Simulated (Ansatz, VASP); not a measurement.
**Two plane-wave programs on TiAl**

```
Ti Al
1.0
     3.17906    0.00000    0.00000
     0.00000    3.17906    0.00000
     0.00000    0.00000    3.17906
Ti Al
1 1
Cartesian
  0.0000 0.0000 0.0000
  1.5895 1.5895 1.5895
```

The cell comes from a database or a generator and needn't be the stable form of this composition.

Alike in both runs: functional r2SCAN; k mesh 8 × 8 × 8; occupations fermi-dirac, width 0.05 eV; no spin polarisation.

|  | VASP | Ansatz |
| --- | --- | --- |
| version | VASP 6.6.1 | Ansatz 0.2.0 |
| potentials or method | VASP PAW PBE potentials, release 64 (Ti_sv, Al) | Ansatz PAW |
| plane-wave cutoff (eV) | 520 | 500 |
| valence electrons in the cell | 15 | 15 |
| task | single point | band structure |

```csv
,VASP,Ansatz,Ansatz less VASP
gap on the k mesh at the Fermi level (eV),none,none,-
pressure (GPa),-0.7,-0.7,-0.04
```

A gap of «none» marks a metal or a gap that the smearing closes. With one functional, cell and mesh, what is left measures potentials, basis and numerics.

Caveats: the PAW data sets were made with another functional, which shifts forces and pressure a little (VASP); the PAW data sets come from PBE, with cores solved anew for the run's functional, which leaves a small shift of forces and pressure (Ansatz).
